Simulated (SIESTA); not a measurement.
Crystal: FeO.

```xyz
2
Lattice="-1.6021 1.6021 2.0834 1.6021 -1.6021 2.0834 1.6021 1.6021 -2.0834" Properties=species:S:1:pos:R:3 pbc="T T T"
Fe    0.0000    0.0000    0.0000
O     0.0000    0.0000    2.0834
```

The cell comes from a database or a generator and needn't be the stable form of this composition.

```yaml
Program: SIESTA 5.4.2
Task: single point
Functional: PBE
Potentials_or_basis: PseudoDojo 0.4 standard (PBE files)
Basis: DZP (energy shift 0.003 Ry; two zetas on semicore shells)
Grid_cutoff: 800 Ry
Energy_shift: 0.003 Ry
k_mesh: 12 × 12 × 12
Occupations: fermi-dirac, width 0.05 eV
Spin: collinear spin, ferromagnetic start
Starting_moments: "[3.0, 0.0] μB"
```

On this cell: pressure -8.3 GPa; largest force under 0.003 eV/Å; net moment 4.00 μB per cell; site moments Fe +3.70; O +0.30 μB; band gap on the k mesh none (metal or under the smearing width).

The same run follows on a disturbed copy (atoms moved at random, drawn with an rms of 0.05 Å):

```
CELL_PARAMETERS angstrom
-1.60210 1.60210 2.08339
1.60210 -1.60210 2.08339
1.60210 1.60210 -2.08339
ATOMIC_POSITIONS crystal
Fe 0.00011 0.00377 0.99607
O 0.50393 0.50376 0.01474
```

Question: What does the disturbed cell give?

Answer: The energy (extrapolated to zero smearing) moves by +1.9 meV/atom; pressure -8.2 GPa; largest force 0.203 eV/Å; net moment 4.00 μB per cell; site moments Fe +3.70; O +0.30 μB; band gap on the k mesh none (metal or under the smearing width).

Forces in eV/Å, atoms in the order of the input:
```
Fe   0.019  0.030 -0.200
O   -0.019 -0.031  0.199
```

Stress tensor (GPa, compression positive):
```
-10.89   0.13   0.04
  0.13 -10.90   0.07
  0.04   0.07  -2.70
```

Caveats: short orbitals over semicore shells can move pressures by several GPa; the basis of atomic orbitals isn't converged, which shifts pressures, moduli and gaps; a cell with one magnetic atom can't hold antiferromagnetic order, which such compounds often take; semilocal functionals often make such compounds metallic where correlation or magnetic order opens a gap, which also shifts bond lengths.
